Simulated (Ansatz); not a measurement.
Geometry optimisation, Ansatz 0.2.0, DFT PBE-D3(BJ), scalar-relativistic, plane waves, PAW.

input.yaml

```yaml
crystal:
  lattice:
    - [7.398, 0.0, 0.0]
    - [-3.699, 6.406856, 0.0]
    - [0.0, 0.0, 12.0]
  atoms:
    - { symbol: C, position: [0.0, 0.0, 0.0833333] }
    - { symbol: C, position: [0.2222222, 0.1111111, 0.0833333] }
    - { symbol: C, position: [0.0, 0.3333333, 0.0833333] }
    - { symbol: C, position: [0.2222222, 0.4444444, 0.0833333] }
    - { symbol: C, position: [0.0, 0.6666667, 0.0833333] }
    - { symbol: C, position: [0.2222222, 0.7777778, 0.0833333] }
    - { symbol: C, position: [0.3333333, 0.0, 0.0833333] }
    - { symbol: C, position: [0.5555556, 0.1111111, 0.0833333] }
    - { symbol: C, position: [0.3333333, 0.3333333, 0.0833333] }
    - { symbol: C, position: [0.5555556, 0.4444444, 0.0833333] }
    - { symbol: C, position: [0.3333333, 0.6666667, 0.0833333] }
    - { symbol: C, position: [0.5555556, 0.7777778, 0.0833333] }
    - { symbol: C, position: [0.6666667, 0.0, 0.0833333] }
    - { symbol: C, position: [0.8888889, 0.1111111, 0.0833333] }
    - { symbol: C, position: [0.6666667, 0.3333333, 0.0833333] }
    - { symbol: C, position: [0.8888889, 0.4444444, 0.0833333] }
    - { symbol: C, position: [0.6666667, 0.6666667, 0.0833333] }
    - { symbol: C, position: [0.8888889, 0.7777778, 0.0833333] }
    - { symbol: C, position: [0.8458802, 0.4799509, 0.205], spin: 1.0 }
magnetization:
  spin_polarized: true
basis:
  ecutwfc: 420.0
kpoints:
  mp_grid: { grid: [2, 2, 1] }
hamiltonian:
  xc: pbe
  dispersion: d3bj
scf:
  occupations: { method: gaussian, width: 0.05 }
  lower_state_search: "off"
relax:
  f_tol: 0.03
  max_steps: 60
  adjacent_minimum: "off"
```

Run as:

```bash
$ ansatz run input.yaml --threads 2 --pin off --max-ram 5120MiB --backend cpu --events-out ev --progress --plain --runs-dir out
```

Q: Where does it end, and by what steps?

A: The forces met the threshold. Limits of this set-up: coarse k mesh, slab without dipole correction. After 10 steps the energy has fallen by 0.659 eV; C19 moved furthest, 0.60 Å.

```csv
step,energy less start (eV),largest force component (eV/Å),accepted
0,0.0000,1.553,yes
1,-0.1872,0.632,yes
2,-0.2387,0.424,yes
3,-0.3522,0.704,yes
4,-0.4078,0.800,yes
5,-0.5624,1.093,yes
6,-0.5402,1.132,no
7,-0.6404,0.325,yes
8,-0.6559,0.156,yes
9,-0.6586,0.034,yes
10,-0.6588,0.020,yes
```

```xyz
19
Lattice="7.3980 0.0000 0.0000 -3.6990 6.4069 0.0000 0.0000 0.0000 12.0000" Properties=species:S:1:pos:R:3
C 0.018 0.036 0.926
C 1.237 0.740 0.916
C -1.195 2.154 1.003
C 0.009 2.876 0.901
C -2.454 4.332 1.005
C -1.227 5.015 0.903
C 2.477 0.030 0.903
C 3.704 0.712 1.004
C 1.242 2.169 0.901
C 2.446 2.891 1.003
C 0.013 4.304 0.915
C 1.233 5.009 0.924
C 4.934 0.029 0.974
C 6.180 0.747 0.974
C 3.657 2.138 1.315
C 4.992 2.906 1.315
C 2.469 4.297 0.973
C 3.715 5.016 0.975
C 4.324 2.522 2.628
```

Run time: 2.4 min on 2 threads of Intel(R) Xeon(R) Platinum 8375C CPU @ 2.90GHz (Ice Lake), with other jobs on the host, peak memory 1.2 GiB.
